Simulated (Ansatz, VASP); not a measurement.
**One calculation of BN, two programs**

INCAR

```
SYSTEM = BN
PREC = Accurate
ENCUT = 520
EDIFF = 1E-7
ISMEAR = -1
SIGMA = 0.05
LREAL = .False.
LASPH = .True.
NELM = 80
ALGO = Normal
ISIF = 2
LWAVE = .False.
LCHARG = .False.
GGA = PS
NBANDS = 11
```

KPOINTS

```
regular mesh
0
Gamma
  12 12 12
  0 0 0
```

File POSCAR:

```
BN
1.0
    1.2594075994      0.7271193165      3.3952723682
   -1.2594075994      0.7271193165      3.3952723682
    0.0000000000     -1.4542386330      3.3952723682
N B
1 1
Direct
    0.6672382000      0.6672382000      0.6672382000
    0.0003288000      0.0003288000      0.0003288000
```

File input.yaml:

```yaml
crystal:
  lattice:
    - [1.2594075994, 0.7271193165, 3.3952723682]
    - [-1.2594075994, 0.7271193165, 3.3952723682]
    - [0.0, -1.454238633, 3.3952723682]
  atoms:
    - { symbol: "N", position: [0.6672382, 0.6672382, 0.6672382] }
    - { symbol: B, position: [0.0003288, 0.0003288, 0.0003288] }
hamiltonian:
  xc: pbesol
  pseudopotentials: { kind: paw }
kpoints:
  mp_grid: { grid: [12, 12, 12] }
scf:
  occupations: { method: fermi_dirac, width: 0.05 }
output:
  forces: true
  stress: true
  eigenvalues: true
```

Change from the starting cell: volume scaled by 1.02.

Alike in both runs: task single point; functional PBEsol; k mesh 12 × 12 × 12; occupations fermi-dirac, width 0.05 eV; no spin polarisation.

```csv
,VASP,Ansatz
version,VASP 6.6.1,Ansatz 0.2.0
potentials or method,"VASP PAW PBE potentials, release 64 (N, B)",Ansatz PAW
plane-wave cutoff (eV),520,420
valence electrons in the cell,8,8
```

|  | VASP | Ansatz | Ansatz less VASP |
| --- | --- | --- | --- |
| gap on the k mesh at the Fermi level (eV) | 4.16 | 4.16 | +0.010 |
| least direct gap on the mesh (eV) | 4.59 | 4.59 | +0.006 |
| pressure (GPa) | -3.6 | -3.9 | -0.28 |
| largest component of the traceless stress (GPa) | 3.81 | 4.24 | +0.424 |

Caveats: the PAW data sets were made with another functional, which shifts forces and pressure a little (VASP); the pressure holds a Pulay correction of +0.6 GPa for the finite cutoff (Ansatz); the PAW data sets come from PBE, with cores solved anew for the run's functional, which leaves a small shift of forces and pressure (Ansatz). A k mesh can miss the band edges.
